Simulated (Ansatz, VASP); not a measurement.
## GaSb in VASP and in Ansatz

File INCAR:

```
  PREC = Accurate
  ENCUT = 520
  EDIFF = 1E-6
  ISMEAR = -1
  SIGMA = 0.1
  LREAL = F
  LASPH = T
  NELM = 80
  ALGO = Normal
  ISIF = 2
  LWAVE = F
  LCHARG = T
  GGA = PE
  LELF = T
  LVHAR = T
  NBANDS = 16
```

File KPOINTS:

```
Automatic mesh
0
Gamma
  13 13 13
```

File POSCAR:

```
GaSb
1.0
    3.4615137090      0.0000000000      0.0000000000
    0.0000000000      3.4615137090      0.0000000000
    0.0000000000      0.0000000000      3.4615137090
Ga Sb
1 1
Direct
    0.0000000000      0.0000000000      0.0000000000
    0.5000000000      0.5000000000      0.5000000000
```

Input for Ansatz:

```yaml
crystal:
  lattice:
    - [3.461513709, 0.0, 0.0]
    - [0.0, 3.461513709, 0.0]
    - [0.0, 0.0, 3.461513709]
  atoms:
    - { symbol: Ga, position: [0.0, 0.0, 0.0] }
    - { symbol: Sb, position: [0.5, 0.5, 0.5] }
kpoints:
  mp_grid: { grid: [13, 13, 13] }
scf:
  occupations: { method: fermi_dirac, width: 0.1 }
hamiltonian:
  xc: pbe
  pseudopotentials: { kind: paw }
output:
  forces: true
  stress: true
  eigenvalues: true
  populations: true
```

Change from the starting cell: volume scaled by 0.88, PAW files.

Alike in both runs: task single point; functional PBE; k mesh 13 × 13 × 13; occupations fermi-dirac, width 0.1 eV; no spin polarisation.

```csv
,VASP,Ansatz
version,VASP 6.6.1,Ansatz 0.2.0
potentials or method,"VASP PAW PBE potentials, release 64 (Ga_d, Sb)","PAW with Ansatz's default frozen-core files, scalar-relativistic"
plane-wave cutoff (eV),520,420
valence electrons in the cell,18,28
```

|  | VASP | Ansatz | Ansatz less VASP |
| --- | --- | --- | --- |
| pressure (GPa) | 8.6 | 8.7 | +0.07 |

The two sets of potentials don't hold the same shells in valence.

Spin-orbit coupling is left out, which matters for the levels of Sb.
